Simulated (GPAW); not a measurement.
Write an ASE script for GPAW 26.7.0 that does the following.

```
Task                : equation of state
Functional          : r2SCAN
Dispersion          : D4
Potentials or basis : GPAW PAW data sets (gpaw-data 1.2.1)
Cutoff              : 600 eV
Basis               : pw
k mesh              : 6 × 6 × 6
Occupations         : fermi-dirac, width 0.05 eV
Spin                : no spin polarisation
Maxiter             : 150
Eos scales          : [0.94, 0.96, 0.98, 1.0, 1.02, 1.04, 1.06]
```

The structure of PbSe (Clausthalite) lies in PbSe.xyz:

```xyz
2
Lattice="0.0000000000 3.0606500000 3.0606500000 3.0606500000 0.0000000000 3.0606500000 3.0606500000 3.0606500000 0.0000000000" Properties=species:S:1:pos:R:3 pbc="T T T"
Pb     0.0000000000      0.0000000000      0.0000000000
Se     3.0606500000      3.0606500000      3.0606500000
```

The input as run:

run.py

```python
from ase.calculators.mixing import SumCalculator
from ase.eos import EquationOfState
from ase.io import Trajectory, read
from ase.units import GPa
from dftd4.ase import DFTD4
from gpaw import GPAW, PW

atoms = read('PbSe.xyz')

traj = Trajectory('eos.traj', 'w')
volumes, energies = [], []
for x in [0.94, 0.96, 0.98, 1.0, 1.02, 1.04, 1.06]:
    a = atoms.copy()
    a.set_cell(atoms.cell * x**(1 / 3), scale_atoms=True)
    calc = GPAW(mode=PW(600),
                xc='MGGA_X_R2SCAN+MGGA_C_R2SCAN',
                kpts={'size': (6, 6, 6), 'gamma': True},
                occupations={'name': 'fermi-dirac', 'width': 0.05},
                nbands=19,
                convergence={'density': 1e-05, 'energy': 1e-05},
                maxiter=150,
                txt=f'eos-{x:.2f}.txt')
    a.calc = SumCalculator([calc, DFTD4(method='r2scan')])
    energies.append(a.get_potential_energy())
    volumes.append(a.get_volume())
    p = -a.get_stress()[:3].mean() / GPa
    calc.write(f'eos-{x:.2f}.gpw')
    traj.write(a)
    print(f'{x:.2f} {volumes[-1]:10.4f} A^3 {energies[-1]:14.6f} eV {p:9.3f} GPa', flush=True)

v0, e0, B = EquationOfState(volumes, energies, eos='birchmurnaghan').fit()
print(f'V0 = {v0:.4f} A^3, E0 = {e0:.6f} eV, B0 = {B / GPa:.2f} GPa')
```

Potentials or basis: GPAW PAW data sets (gpaw-data 1.2.1), pw.

Command:

```sh
$ OMP_NUM_THREADS=1 python run.py
```

Results of the run:

| Property | Result |
| --- | --- |
| Equilibrium volume | 29.02 Å³/atom (rough: see the caveat) |
| Bulk modulus | 50 GPa (rough) |

Caveat: the points scatter about the fit; the PAW data sets were made with another functional, which shifts forces and pressure a little.

It took 3.9 min on 1 thread of Intel(R) Xeon(R) Platinum 8375C CPU @ 2.90GHz (Ice Lake), with other jobs on the host, peak memory 0.96 GiB.
